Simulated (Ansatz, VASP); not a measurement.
# Pt in VASP and in Ansatz

```
CELL_PARAMETERS angstrom
0.00000 1.96090 1.96090
1.96090 0.00000 1.96090
1.96090 1.96090 0.00000
ATOMIC_POSITIONS crystal
Pt 0.00000 0.00000 0.00000
```

Alike in both runs: task single point; functional PBE; k mesh 12 × 12 × 12; occupations gaussian, width 0.025 eV; no spin polarisation.

```csv
,VASP,Ansatz
version,VASP 6.6.1,Ansatz 0.2.0
potentials or method,"VASP PAW PBE potentials, release 64 (Pt)",Ansatz PAW
plane-wave cutoff (eV),520,420
valence electrons in the cell,10,18
```

|  | VASP | Ansatz | Ansatz less VASP |
| --- | --- | --- | --- |
| gap on the k mesh at the Fermi level (eV) | none | none | - |
| pressure (GPa) | 9.7 | 10.2 | +0.53 |

A gap of «none» marks a metal or a gap that the smearing closes. The functional is the same, so the differences come from potentials, cutoffs and numerics. The two sets of potentials don't hold the same shells in valence.

Spin-orbit coupling is left out, which matters for the levels of Pt.
